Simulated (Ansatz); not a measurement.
# Sr (Im-3m) in Ansatz: reference runs

How does Sr come out in PBE? The cell is run as given and disturbed.

Everything below comes from runs of Ansatz 0.2.0. Logs are shortened: lines on timing, memory, paths and dates and some standing lists are left out, and cuts for length are marked.

## Step 1: The crystal as given

It takes space group Im-3m (No. 229, cubic). The conventional cell has a = 4.870 Å, b = 4.870 Å, c = 4.870 Å, α = 90.00°, β = 90.00°, γ = 90.00°. Sr (site symmetry m-3m) is surrounded by 8 Sr at 4.22 Å.

This isn't the form of Sr at room conditions, which is fcc.

## Step 2: Single point, PBE

Contents of input.yaml:

```yaml
crystal:
  lattice:
    - [-2.435, 2.435, 2.435]
    - [2.435, -2.435, 2.435]
    - [2.435, 2.435, -2.435]
  atoms:
    - { symbol: Sr, position: [0.0, 0.0, 0.0] }
hamiltonian:
  xc: pbe
  pseudopotentials: { kind: paw }
kpoints:
  mp_grid: { grid: [8, 8, 8] }
scf:
  occupations: { method: fermi_dirac, width: 0.05 }
output:
  forces: true
  stress: true
  eigenvalues: true
```

Potentials or basis: Ansatz PAW.

Command:

```
ansatz run input.yaml --threads 1 --pin off --max-ram 2560MiB --backend cpu --events-out ev --progress --plain --runs-dir out
```

Output:

```text
Warning: RAYON_NUM_THREADS=1 ignored (pool sized by the plan → 1); use --threads N
Engine: ansatz 0.2.0, x86_64-unknown-linux-gnu
Pseudopotentials: kind: paw
Pseudopotential: Sr, paw, valence charge 10, recommended cutoff 420 eV (normal), Sr.paw.azcp
Functional definition: PBE
  parameter kappa = 0.804
  parameter beta = 0.06672455060314922
  exchange = pbe_x(kappa = kappa, mu = beta*pi^2/3)
  correlation = pbe_c(beta = beta)
Crystal: 1 atoms, lattice volume = 57.751 Å³
Basis set: ecut = 420 eV, 1157 PW (Γ), exchange–correlation on 60×60×60 points (8 copies of the dense FFT grid, shifted against one another)
Bands: 9, of which v1, the nominal top of the filled ones, is band 5 counted from 1 (4 counted from 0)
Symmetry: 48 space group operations
Space group: Im-3m (ITA 229), of the structure as read, at distance tolerance 3.9e-5 Å
k-points: 29 of 512
Non-local potential: Sr, projectors of the file, l = 0: 3, l = 1: 2, l = 2: 2
PAW form: soft (Blöchl's): semilocal exchange-correlation on the pseudo side does not see the compensation charge
PAW one-centre angular grid: Sr, 110 points (default); XC on 64 Gauss nodes
Initial density: superposition of atomic densities (neutral atoms: chi_scale 0, normalization atom), corrected by the library's trained network
Initial wavefunctions: pseudopotential atomic-orbital guess
Functional: x = pbe(κ = 0.804, μ = 0.2195149727645171), c = pbe(β = 0.06672455060314922)
SCF iter   1: F=—  HF=-3544.211955 eV  |F-HF|=—  |Δ(HF+E_count)|=         —  Δρ=7.13e-4  dr2=1.44e-4  ethr=1.77e-3  ⟨swp⟩=7.3  Hψ=2290  notcnv=0
preconditioner: auto → Kerker (q_TF=auto, 2.037 Å⁻¹)  [metal: Δε(μ)=0.066 eV  Ē_g=3.428 eV  σ=0.050 eV  W_gap=0.31  n_scr=12 (ndim 8)  ℏωp=6.9 eV  f_vac=0.000  D(μ)=1.09/eV (n_scr^D=12)]
SCF iter   2: F=—  HF=-3544.212421 eV  |F-HF|=—  |Δ(HF+E_count)|=   4.65e-4  Δρ=3.49e-4  dr2=4.53e-5  ethr=1.44e-6  ⟨swp⟩=3.3  Hψ=788  notcnv=0
SCF iter   3: F=—  HF=-3544.212505 eV  |F-HF|=—  |Δ(HF+E_count)|=   8.38e-5  Δρ=1.00e-4  dr2=4.24e-6  ethr=4.53e-7  ⟨swp⟩=2.1  Hψ=313  notcnv=0
SCF iter   4: F=—  HF=-3544.212509 eV  |F-HF|=—  |Δ(HF+E_count)|=   4.28e-6  Δρ=3.39e-5  dr2=5.74e-7  ethr=4.24e-8  ⟨swp⟩=1.9  Hψ=291  notcnv=0
iter 5 did not close the SCF: its close was put off for the readings that it lacked (scf_convergence_deferred on its scf_iter line)
SCF iter   5: F=-3544.212509 eV  HF=-3544.212509 eV  |F-HF|=1.55e-9  |Δ(HF+E_count)|=   4.08e-7  Δρ=5.89e-6  dr2=1.92e-8  ethr=5.74e-9  ⟨swp⟩=2.0  Hψ=296  notcnv=0
SCF iter   6: F=-3544.212509 eV  HF=-3544.212509 eV  |F-HF|=1.64e-11  |Δ(HF+E_count)|=   1.18e-9  Δρ=1.70e-6  dr2=1.23e-9  ethr=1.92e-10  ⟨swp⟩=3.2  Hψ=1208  notcnv=0
SCF 1 converged in 6 iterations: F = -3544.212509 eV  dr2 = 1.23e-9
SCF converged after 6 iterations
Free energy (F): -3544.212509 eV
Harris-Foulkes:  -3544.212509 eV  (|F-HF|=1.64e-11)
Internal energy: -3544.202994 eV  (E = F + TS)
E sigma→0 (E₀):  -3544.207751 eV
Entropy (-TS):   -0.009516 eV (-9.516 meV/atom)
Fermi energy:    4.743408 eV
--- Per-component energies (eV) ---
  E_band       = -140.246007
  E_kinetic    = 241.004086
  E_local      = -784.094769  (includes V_loc(G=0)·N_el)
  E_nonlocal   = 202.763616
  E_hartree    = 199.877178
  E_xc         = -171.026296
  E_vxc        = -158.980028  (∫ρ·V_xc dr)
  E_paw        = -2694.701433  (= ΣΔE_a)
  E_vpaw       = -40.694005  (= ΣTr[D̂ρ^β])
  E_aug_tail   = -0.000001  (compensation charges beyond the density's cutoff)
  E_ewald      = -538.025375
  E_smearing   = -0.009516  (= −TS)
  E_closure    = 0.000000  (closes the sum)
  Σ components = -3544.212509   (vs F -3544.212509, Δ=0.00e0)
--- Forces (eV/Å), atoms counted from 1 ---
  atom   1  Sr     0.00000000    -0.00000000    -0.00000000
  max |Σ_I F_I| component: 2.71e-31 eV/Å
--- Stress (GPa, compression-positive) ---
       -0.700449       0.000000      -0.000000
        0.000000      -0.700449      -0.000000
        0.000000      -0.000000      -0.700449
  P = ⅓ Tr σ = -0.7004 GPa (-7.004 kbar)
--- Band table (eV; the first three rows and the last of 29) ---
  k-point 0: bands = ["-31.9391", "-13.8344", "-13.8344", "-13.8344", "1.1766", "7.0651", "7.0651", "7.0651", "8.3324"]
  k-point 1: bands = ["-31.9374", "-13.8594", "-13.8427", "-13.8343", "1.4283", "6.8531", "6.8738", "7.3057", "8.0859"]
  k-point 2: bands = ["-31.9331", "-13.9189", "-13.8626", "-13.8343", "2.1317", "6.1674", "6.4311", "8.0049", "8.0935"]
  k-point 28: bands = ["-31.9177", "-13.9546", "-13.9546", "-13.9546", "4.6741", "4.6741", "8.1446", "8.1446", "8.1446"]
```

Run time: 0.56 s. Hardware: 1 thread of AMD EPYC 9R45 (Zen 5), shared host; peak memory 0.34 GiB.

What came out:

```
Free energy            : -3544.2125 eV
Pressure               : -0.7 GPa
Band gap on the k mesh : none (metal or under the smearing width)
```

Caveat: the cell was measured hot, at 901 K.

## Step 3: Single point, PBE (cell strained at random at fixed volume)

Contents of input.yaml:

```yaml
crystal:
  lattice:
    - [-2.380167, 2.477591, 2.424693]
    - [2.377946, -2.518589, 2.46347]
    - [2.365612, 2.504034, -2.465691]
  atoms:
    - { symbol: Sr, position: [0.013603, 0.005981, -0.013902] }
hamiltonian:
  xc: pbe
  pseudopotentials: { kind: paw }
kpoints:
  mp_grid: { grid: [8, 8, 8] }
scf:
  occupations: { method: fermi_dirac, width: 0.05 }
output:
  forces: true
  stress: true
  eigenvalues: true
```

Potentials or basis: Ansatz PAW.

Command:

```
ansatz run input.yaml --threads 1 --pin off --max-ram 2560MiB --backend cpu --events-out ev --progress --plain --runs-dir out
```

Run time: 3.2 s. Hardware: 1 thread of AMD EPYC 9R45 (Zen 5), shared host; peak memory 0.47 GiB.

Results (log left out):

| Property | Result |
| --- | --- |
| Free energy | -3544.2116 eV |
| Pressure | -0.7 GPa |
| Band gap on the k mesh | none (metal or under the smearing width) |

Stress tensor (GPa, compression positive):
```
-0.64  0.08  0.01
 0.08 -0.70  0.20
 0.01  0.20 -0.69
```

Levels at points of the mesh, in eV from the Fermi level:
| k point | band 1 | band 2 | band 3 | band 4 | band 5 | band 6 | band 7 | band 8 | band 9 |
| --- | --- | --- | --- | --- | --- | --- | --- | --- | --- |
| (0.00, 0.00, 0.00) | -36.68 | -18.58 | -18.58 | -18.58 | -3.57 | 2.18 | 2.33 | 2.48 | 3.42 |
| (0.00, 0.00, -0.50) | -36.67 | -18.75 | -18.63 | -18.58 | -0.95 | 0.19 | 1.20 | 3.35 | 4.09 |
| (0.00, -0.50, 0.00) | -36.67 | -18.75 | -18.63 | -18.58 | -0.92 | 0.22 | 1.09 | 3.51 | 4.15 |
| (0.00, -0.50, -0.50) | -36.67 | -18.74 | -18.63 | -18.57 | -1.06 | 0.04 | 1.37 | 3.27 | 4.02 |
| (-0.50, 0.00, 0.00) | -36.67 | -18.75 | -18.64 | -18.57 | -0.99 | 0.13 | 1.40 | 3.17 | 3.90 |
| (-0.50, 0.00, -0.50) | -36.67 | -18.74 | -18.63 | -18.58 | -0.93 | 0.22 | 1.09 | 3.52 | 4.15 |
| (-0.50, -0.50, 0.00) | -36.67 | -18.74 | -18.63 | -18.58 | -0.97 | 0.15 | 1.20 | 3.39 | 4.13 |
| (-0.50, -0.50, -0.50) | -36.66 | -18.71 | -18.69 | -18.69 | -0.11 | -0.03 | 3.11 | 3.35 | 3.76 |

Caveat: the cell was measured hot, at 901 K.
